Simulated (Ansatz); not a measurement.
## Hf: frozen-core PAW against all-electron methods

```xyz
2
Lattice="0.0000 3.2378 3.3354 3.2378 0.0000 3.3354 3.2378 3.2378 0.0000" Properties=species:S:1:pos:R:3 pbc="T T T"
Hf    0.0000    0.0000    0.0000
Hf    1.6189    1.6189    1.6677
```

Atom numbers follow the list: Hf1, Hf2.

The structure comes from a relaxation in the same program, started in the diamond type. Whether it is a known phase or the ground state wasn't checked. The listed cell was then made from it by scaling, straining or moving an atom.

No spin–orbit coupling, which matters for the heavy atoms here.

Levels of theory: DFT, PBE, PAW with Ansatz's default frozen-core files, scalar-relativistic (Ansatz 0.2.0); DFT, PBE, all-electron PAW with datasets made for the crystal, scalar-relativistic (Ansatz 0.2.0); DFT, PBE, all-electron LAPW, scalar-relativistic (Ansatz 0.2.0).

For PAW: a Γ-centred 10×10×10 k mesh, Fermi–Dirac smearing of 0.03 eV, cutoff 420 eV, no spin polarisation. The crystal-made all-electron datasets (AE datasets) take a cutoff of 380 eV at this cell. LAPW targets a basis error of 0.5 meV/atom. The Ansatz runs share mesh, smearing and spin set-up. Plane-wave (PAW) pressures include the program's estimate of the Pulay term.

Stress and pressure are positive in compression.

The change that made this cell: z strained by +2 % at fixed volume.

```json
{"quantity": "pressure (GPa)", "PAW": "-0.04", "AE datasets": "-0.04", "LAPW": "-0.04"}
{"quantity": "stress xx (GPa)", "PAW": "-0.78", "AE datasets": "-0.78", "LAPW": "-0.78"}
{"quantity": "stress zz (GPa)", "PAW": "1.45", "AE datasets": "1.45", "LAPW": "1.45"}
```

PAW's pressure differs from the LAPW value by about 0.01 GPa or less.
